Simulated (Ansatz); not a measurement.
A plane-wave DFT run in Ansatz 0.2.0 (scalar-relativistic PAW potentials unless the input names others): input and command.

```yaml
crystal:
  lattice:
    - [0.0, 3.3281477805, 3.3281477805]
    - [3.3281477805, 0.0, 3.3281477805]
    - [3.3281477805, 3.3281477805, 0.0]
  atoms:
    - { symbol: Sn, position: [0.5, 0.5, 0.5] }
    - { symbol: Sn, position: [0.75, 0.75, 0.75] }
basis:
  ecutwfc: 420
kpoints:
  mp_grid: { grid: [16, 16, 16] }
hamiltonian:
  xc: pbe
scf:
  occupations: { method: gaussian, width: 0.15 }
  max_iter: 75
output:
  forces: true
  eigenvalues: true
  stress: true
total_charge: -4
```

```bash
ansatz run input.yaml --threads 2 --pin off --max-ram 5120MiB --backend cpu --events-out ev --progress --plain --runs-dir out
```

Abridged log:
```
Pseudopotentials: kind: paw
Pseudopotential: Sn, paw, valence charge 14, recommended cutoff 420 eV (normal)
Functional definition: PBE
Crystal: 2 atoms, lattice volume = 73.729 Å³
Basis set: ecut = 420 eV, 1459 PW (Γ), exchange–correlation on 64×64×64 points (8 copies of the dense FFT grid, shifted against one another)
Bands: 20, of which v1, the nominal top of the filled ones, is band 16 counted from 1 (15 counted from 0)
Symmetry: 48 space group operations
Space group: Fd-3m (ITA 227), of the structure as read, at distance tolerance 4.2e-5 Å
k-points: 145 of 4096
Initial density: superposition of atomic densities (neutral atoms scaled as one to the charged cell's electrons: chi_scale 0, normalization atom), corrected by the library's trained network
Initial wavefunctions: pseudopotential atomic-orbital guess
Functional: x = pbe(κ = 0.804, μ = 0.21951497), c = pbe(β = 0.06672455)
SCF iter   1: F=—  HF=-12067.815621 eV  |F-HF|=—  |Δ(HF+E_count)|=         —  Δρ=3.99e-1  dr2=1.46e2  ethr=1.77e-3  ⟨swp⟩=5.7  Hψ=15301  notcnv=0
SCF iter   2: F=—  HF=-12030.058028 eV  |F-HF|=—  |Δ(HF+E_count)|=    3.78e1  Δρ=2.35e-1  dr2=2.49e1  ethr=1.77e-3  ⟨swp⟩=6.2  Hψ=11946  notcnv=0  defer=11
SCF iter   3: F=—  HF=-12015.288134 eV  |F-HF|=—  |Δ(HF+E_count)|=    1.48e1  Δρ=2.79e-2  dr2=1.10e0  ethr=1.77e-3  ⟨swp⟩=4.9  Hψ=10661  notcnv=0  defer=5
SCF iter   4: F=—  HF=-12015.121547 eV  |F-HF|=—  |Δ(HF+E_count)|=   1.67e-1  Δρ=6.69e-3  dr2=5.20e-2  ethr=1.77e-3  ⟨swp⟩=2.8  Hψ=5311  notcnv=0  defer=5
SCF iter   5: F=—  HF=-12015.110840 eV  |F-HF|=—  |Δ(HF+E_count)|=   1.07e-2  Δρ=2.46e-3  dr2=2.75e-3  ethr=1.63e-4  ⟨swp⟩=3.0  Hψ=6667  notcnv=0  defer=3
SCF iter   6: F=—  HF=-12015.110188 eV  |F-HF|=—  |Δ(HF+E_count)|=   6.53e-4  Δρ=5.60e-4  dr2=1.45e-4  ethr=8.60e-6  ⟨swp⟩=2.0  Hψ=5224  notcnv=0  defer=3
SCF iter   7: F=—  HF=-12015.110144 eV  |F-HF|=—  |Δ(HF+E_count)|=   4.33e-5  Δρ=7.55e-5  dr2=2.77e-6  ethr=4.54e-7  ⟨swp⟩=2.6  Hψ=5491  notcnv=0  defer=3
SCF iter   8: F=—  HF=-12015.110142 eV  |F-HF|=—  |Δ(HF+E_count)|=   2.41e-6  Δρ=5.82e-6  dr2=1.68e-8  ethr=3.13e-10  ⟨swp⟩=7.8  Hψ=20966  notcnv=0
SCF iter   9: F=-12015.110142 eV  HF=-12015.110142 eV  |F-HF|=1.42e-10  |Δ(HF+E_count)|=   1.20e-9  Δρ=1.21e-6  dr2=6.96e-10  ethr=5.24e-11  ⟨swp⟩=2.1  Hψ=9351  notcnv=0
SCF 1 converged in 9 iterations: F = -12015.110142 eV  dr2 = 6.96e-10
SCF converged after 9 iterations
Free energy (F): -12015.110142 eV
Harris-Foulkes:  -12015.110142 eV  (|F-HF|=1.42e-10)
Internal energy: -12015.092519 eV  (E = F + TS)
E sigma→0 (E₀):  -12015.101330 eV
Entropy (-TS):   -0.017623 eV (-8.811 meV/atom)
Fermi energy:    9.147155 eV
--- Forces (eV/Å), atoms counted from 1 ---
  atom   1  Sn     0.00000000     0.00000000     0.00000000
  atom   2  Sn     0.00000000     0.00000000     0.00000000
--- Stress (GPa, compression-positive) ---
        4.539150       0.000000       0.000000
        0.000000       4.539150       0.000000
        0.000000       0.000000       4.539150
  P = ⅓ Tr σ = 4.5392 GPa (45.392 kbar)
```

Q: What should be changed?

A: The fault is a net charge on a solid that should be neutral, 4 electrons a cell too many, offset by a uniform background, so that energy and pressure hang on that convention (total_charge: not typed → -4, the first being the value of the sound run). Setting it back cures it. The run converged all the same, with a total energy on another zero, pressure 4.54 GPa (with the neutralising background of the charged cell), largest force 0.000 eV/Å, no gap on the mesh, so convergence alone doesn't show that an input is right. A reference run from the same start on usual settings converged with pressure -0.03 GPa, largest force 0.000 eV/Å, no gap on the mesh.

Time: 18 s on 2 threads of Intel(R) Xeon(R) Processor @ 2.50GHz (Skylake/Cascade Lake), with other jobs on the host, peak memory 0.47 GiB.